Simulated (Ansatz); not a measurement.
Input and command of a plane-wave DFT calculation in Ansatz:

```yaml
crystal:
  lattice:
    - [0.0, 2.7218511865, 2.7218511865]
    - [2.7218511865, 0.0, 2.7218511865]
    - [2.7218511865, 2.7218511865, 0.0]
  atoms:
    - { symbol: Si, position: [0.25, 0.25, 0.25] }
    - { symbol: Si, position: [0.0, 0.0, 0.0] }
total_charge: -2
basis:
  ecutwfc: 370
kpoints:
  mp_grid: { grid: [8, 8, 8] }
hamiltonian:
  xc: pbe
  dispersion: d3bjatm
scf:
  occupations: { method: gaussian, width: 0.1 }
  mixing: { algorithm: broyden, ndim: 1, preconditioner: local_kerker }
  initial_density: { chi_scale: 0, normalization: atom }
  max_iter: 68
output:
  forces: true
  stress: true
  eigenvalues: true
```

```bash
ansatz run input.yaml --threads 1 --pin off --max-ram 1331MiB --backend cpu --events-out ev --progress --plain --runs-dir out
```

Processor: Arm Neoverse N1, 1 thread, on a host shared with other jobs.

Estimate time, memory and problem size.

About 1.4 s on 1 thread of Arm Neoverse N1 (shared host), peak memory 0.25 GiB. It solves 9 bands at 29 k points (the mesh reduced by the symmetry that the task leaves, which can be less than the crystal's) with about 645 plane waves, in 8 SCF iterations.
